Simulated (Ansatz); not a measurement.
Input of an Ansatz 0.2.0 run:

File input.yaml:

```yaml
crystal:
  lattice:
    - [0.0, 3.41, 3.41]
    - [3.41, 0.0, 3.41]
    - [3.41, 3.41, 0.0]
  atoms:
    - { symbol: Ba, position: [0.0, 0.0, 0.0] }
    - { symbol: Te, position: [0.5, 0.5, 0.5] }
kpoints:
  mp_grid: { grid: [4, 4, 4] }
scf:
  occupations: { method: fermi_dirac, width: 0.03 }
hamiltonian:
  xc: pbe
  pseudopotentials: { kind: all_electron, lapw: { basis_error: 0.001 } }
output:
  forces: true
  stress: true
  eigenvalues: true
```

Potentials or basis: all-electron LAPW, scalar-relativistic.

The run is started by

```bash
$ ansatz run input.yaml --threads 1 --pin off --max-ram 3072MiB --backend cpu --events-out ev --progress --plain --runs-dir out
```

**Question.** Estimate the pressure.

**Answer.** 3.9 GPa.

**Question.** Predict the band gap on the k mesh.

**Answer.** 1.42 eV, indirect (least direct gap 1.76 eV).

Caveat: spin-orbit coupling is left out, which moves the levels of the heavy elements. PBE gaps usually lie below the measured ones, often by a third to a half.
